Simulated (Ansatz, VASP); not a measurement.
Given: the input of a run of Ansatz 0.2.0 on Mn3Sn. Atoms were shifted at random by some hundredths of an Å from the given cell, which wasn't relaxed again for these runs. The cell comes from a database or a generator and needn't be the stable form of this composition.

input.yaml

```yaml
crystal:
  lattice:
    - [0.0, 3.060496, 3.060496]
    - [3.060496, 0.0, 3.060496]
    - [3.060496, 3.060496, 0.0]
  atoms:
    - { symbol: Sn, position: [0.002916, -0.010096, -0.000476] }
    - { symbol: Mn, position: [0.494407, 0.504601, 0.495396], spin: 4.0 }
    - { symbol: Mn, position: [0.250975, 0.239937, 0.270287], spin: 4.0 }
    - { symbol: Mn, position: [0.741098, 0.744734, 0.754446], spin: 4.0 }
hamiltonian:
  xc: pbe
  pseudopotentials: { kind: paw }
magnetization:
  spin_polarized: true
kpoints:
  mp_grid: { grid: [8, 8, 8] }
scf:
  occupations: { method: fermi_dirac, width: 0.05 }
output:
  forces: true
  stress: true
  eigenvalues: true
```

Potentials or basis: Ansatz PAW.

Launch:

```console
$ ansatz run input.yaml --threads 2 --pin off --max-ram 5120MiB --backend cpu --events-out ev --progress --plain --runs-dir out
```

Question: What does the same run look like in VASP 6.6.1? Potentials or basis there: PBE PAW files Mn_pv, Sn_d, 520 eV.

Answer: As run (cutoffs and basis follow the program's own potentials, and thresholds, step limits or extra output files can differ):

INCAR

```
ALGO = Normal
EDIFF = 1E-7
ENCUT = 520
GGA = PE
ISIF = 2
ISMEAR = -1
ISPIN = 2
LASPH = True
LCHARG = False
LMAXMIX = 4
LORBIT = 11
LREAL = False
LWAVE = False
MAGMOM = 0 4 4 4
NBANDS = 38
NELM = 150
PREC = Accurate
SIGMA = 0.05
```

Contents of KPOINTS:

```
k-points
0
Gamma
  8 8 8
```

The input POSCAR:

```
Mn3Sn
1.0
    0.0000000000      3.0604960000      3.0604960000
    3.0604960000      0.0000000000      3.0604960000
    3.0604960000      3.0604960000      0.0000000000
Sn Mn
1 3
Direct
    0.0029160000     -0.0100960000     -0.0004760000
    0.4944070000      0.5046010000      0.4953960000
    0.2509750000      0.2399370000      0.2702870000
    0.7410980000      0.7447340000      0.7544460000
```

Potentials or basis: VASP PAW PBE potentials, release 64 (Sn_d, Mn_pv).

The run is started by

```console
$ cat potpaw_PBE.64/Sn_d/POTCAR potpaw_PBE.64/Mn_pv/POTCAR > POTCAR
$ mpirun -np 1 vasp_std > vasp.out
```

Both were run:

|  | Ansatz | VASP |
| --- | --- | --- |
| Pressure | 1.0 GPa | 1.1 GPa |
| Largest force | 0.592 eV/Å | 0.594 eV/Å |
| Net moment | 7.09 μB per cell | 7.11 μB per cell |

Ansatz's pressure holds a Pulay term of +0.09 GPa for its cutoff of 420 eV, which the other run lacks.

The potentials hold 59 and 53 valence electrons a cell.

Where Ansatz's input types no cutoff or centring, it takes its own default and a Γ-centred mesh.

The magnetic state is the one that the start led to; the real crystal's order can differ.

Pressure is positive in compression.
